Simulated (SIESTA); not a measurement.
# Co in SIESTA: the effect of pseudo set

The system is Co.

```
CELL_PARAMETERS angstrom
2.47200 0.00000 0.00000
-1.23600 2.14081 0.00000
0.00000 0.00000 4.02114
ATOMIC_POSITIONS crystal
Co 0.66667 0.33333 0.75000
Co 0.33333 0.66667 0.25000
```

Alike in all runs:

| Property | Result |
| --- | --- |
| Program | SIESTA 5.4.2 |
| Task | single point |
| Functional | PBE |
| Basis | DZP (energy shift 0.003 Ry; two zetas on semicore shells) |
| Grid cutoff | 800 Ry |
| Energy shift | 0.003 Ry |
| k mesh | 12 × 12 × 7 |
| Occupations | fermi-dirac, width 0.05 eV |
| Spin | collinear spin, ferromagnetic start |
| Starting moments | [2.0, 2.0] μB |

```tsv
pseudo set	pressure (GPa)
PseudoDojo 0.4 standard	5.5
PseudoDojo 0.4 stringent	?
PseudoDojo 0.5 standard	5.5
SG15 1.2	7.6
SPMS 1.0	4.1
Ansatz NC	5.5
```

Problem. What does the run with pseudo set PseudoDojo 0.4 stringent give?

Solution. Pressure 4.7 GPa.

Caveats: the basis of atomic orbitals isn't converged, which shifts pressures, moduli and gaps; short orbitals over semicore shells can move pressures by several GPa (some runs).
